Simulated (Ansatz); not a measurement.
Two G0W0 runs on ZnSe (Stilleite).

```yaml
crystal:
  lattice:
    - [0.00000, 2.83380, 2.83380]
    - [2.83380, 0.00000, 2.83380]
    - [2.83380, 2.83380, 0.00000]
  atoms:
    - { symbol: Zn, position: [0.00000, 0.00000, 0.00000] }
    - { symbol: Se, position: [0.25000, 0.25000, 0.25000] }
```

The cell and positions come from the Crystallography Open Database and are kept as given unless a step says otherwise.

The first (Ansatz 0.2.0; start PBE, 6×6×6 mesh, 103 empty bands, screening to 300 eV, PAW set soft_1 files; 1 × NVIDIA H100 80GB HBM3 (shared by 6 runs) with 3 threads of AMD EPYC 7R13 (Zen 3), shared host) gave, on its mesh: starting gap 1.28 eV, G0W0 gap 2.37 eV, RPA ε∞ (mean) 8.52, 34 s.

**Question.** The second changes screening cutoff (eV) from 300 to 100 and frequency model from contour deformation to plasmon pole. What does it give?

It gave: starting gap 1.28 eV, G0W0 gap 2.42 eV, RPA ε∞ (mean) 8.53, 17 s. The G0W0 gap moves by +0.06 eV, +0.00 eV from the start and +0.06 eV from the correction. Σc changes by −0.01 eV at the valence top and +0.04 eV at the conduction bottom, and Σx − Vxc between them by +0.00 eV.

Limits: not at the basis limit; no spin-orbit coupling.

[Paths, hosts, dates, memory and timing lines, banners, echoed tables and standing remarks are left out of the program output.]

[Logs are printed without paths, hosts, clocks, repeated set-up lines and the standing remarks that a program may print on its own settings, such as how far it seeks lower states.]

[Runs of the session that timed out or met a known fault of the program may be left out.]

[Cells called generated may have been cut or substituted from an entry of the Crystallography Open Database or the Materials Project.]

[Hosts, paths, dates, database ids (printed as entryN), source tags and the programs' standing remarks are cut or masked in the printed files.]
